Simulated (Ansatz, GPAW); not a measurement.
Given: the input of a run of GPAW 26.7.0 (ASE script) on Sn. 

File run.py:

```python
from ase.dft.bandgap import bandgap
from ase.io import read, write
from ase.units import GPa
from gpaw import GPAW, PW

atoms = read('POSCAR')

calc = GPAW(mode=PW(600),
            xc='PBE',
            kpts={'size': (9, 9, 9), 'gamma': True},
            occupations={'name': 'methfessel-paxton', 'order': 0, 'width': 0.013000000000000001},
            nbands=24,
            convergence={'density': 1e-05, 'energy': 1e-05},
            maxiter=150,
            txt='gpaw.txt')
atoms.calc = calc
energy = atoms.get_potential_energy()
forces = atoms.get_forces()
stress = atoms.get_stress()
calc.write('gs.gpw')
write('result.traj', atoms)
print(f'Energy: {energy:.6f} eV')
print('Forces (eV/A):')
print(forces.round(4))
print('Stress (GPa):', (stress / GPa).round(3))
print('Fermi level:', round(calc.get_fermi_level(), 4), 'eV')
print(f'Gap: {bandgap(calc)[0]:.4f} eV, direct: {bandgap(calc, direct=True)[0]:.4f} eV')
```

The input POSCAR:

```
Sn
1.0
   -2.9401404553      2.9401404553      1.5993019889
    2.9401404553     -2.9401404553      1.5993019889
    2.9401404553      2.9401404553     -1.5993019889
Sn
2
Direct
    0.0000000000      0.0000000000      0.0000000000
    0.7500000000      0.2500000000      0.5000000000
```

Potentials or basis: GPAW PAW data sets (gpaw-data 1.2.1), pw.

Command:

```sh
$ OMP_NUM_THREADS=1 python run.py
```

Task: What does the same run look like in Ansatz 0.2.0? Potentials or basis there: all-electron LAPW, scalar-relativistic.

Result: As run (cutoffs and basis follow the program's own potentials, and thresholds, step limits or extra output files can differ):

Contents of input.yaml:

```yaml
crystal:
  lattice:
    - [-2.9401404553, 2.9401404553, 1.5993019889]
    - [2.9401404553, -2.9401404553, 1.5993019889]
    - [2.9401404553, 2.9401404553, -1.5993019889]
  atoms:
    - { symbol: Sn, position: [0.0, 0.0, 0.0] }
    - { symbol: Sn, position: [0.75, 0.25, 0.5] }
kpoints:
  mp_grid: { grid: [9, 9, 9] }
scf:
  occupations: { method: gaussian, width: 0.013 }
hamiltonian:
  xc: pbe
  pseudopotentials: { kind: all_electron, lapw: { basis_error: 0.001 } }
output:
  forces: true
  stress: true
  eigenvalues: true
```

Potentials or basis: all-electron LAPW, scalar-relativistic.

The run is started by

```console
$ ansatz run input.yaml --threads 1 --pin off --max-ram 3072MiB --backend cpu --events-out ev --progress --plain --runs-dir out
```

Both were run:

|  | GPAW | Ansatz |
| --- | --- | --- |
| Pressure | 1.1 GPa | 1.4 GPa |

Where Ansatz's input types no cutoff or centring, it takes its own default and a Γ-centred mesh.

Pressure is positive in compression.
